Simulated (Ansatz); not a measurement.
Runs of Ansatz 0.2.0 on MoS2. The cell holds a slab with vacuum, 6 atoms: a = 3.185 Å, b = 3.185 Å, c = 21.671 Å, α = 90.00°, β = 90.00°, γ = 120.00°. 

```tsv
task	level	potentials or basis	cell	cutoff (eV)	points for each segment of the path	gap on the mesh (eV)	V0 of scaled cells (Å³/atom)	B0 (GPa)	largest force (eV/Å)
equation of state	rPW86-PBE+rVV10	Ansatz PAW	as given	420	-	-	(b)	76	-
band structure	PBE	PseudoDojo standard (PBE files)	as given	1088	14	1.39	-	-	0.24
relaxation of cell and atoms	BLYP+D3(BJ)	Ansatz PAW	relaxed	420	-	0.71	-	-	-
band structure	LDA	Ansatz PAW	as given	420	14	1.36	-	-	0.38
equation of state	PBEsol+D3(BJ)	Ansatz PAW	as given	420	-	-	30.54	(a)	-
```

Alike in all rows: no spin polarisation; k mesh 10 × 10 × 2; smearing fermi-dirac 0.05 eV.

Q: Fill in the values left out.

A: (a) 92; (b) 32.80.

Caveats: the cell was scaled at fixed shape and fractional positions, which overstates the stiffness of a crystal with free parameters, most of all of layers and chains (some runs); the k mesh misses the band edges, so the gap on the mesh is wider than the one along the path (some runs); the PAW data sets come from PBE, with cores solved anew for the run's functional, which leaves a small shift of forces and pressure (some runs); the potentials were made for another functional, which shifts forces and pressure (some runs); the volume moved by over 15 % at a fixed basis, so the end points are rough (some runs); the plane-wave basis is chosen anew once the cell has moved, so the energies of steps on either side of that aren't comparable (some runs).

A k mesh can miss the band edges, and the runs leave out spin-orbit coupling on Mo.
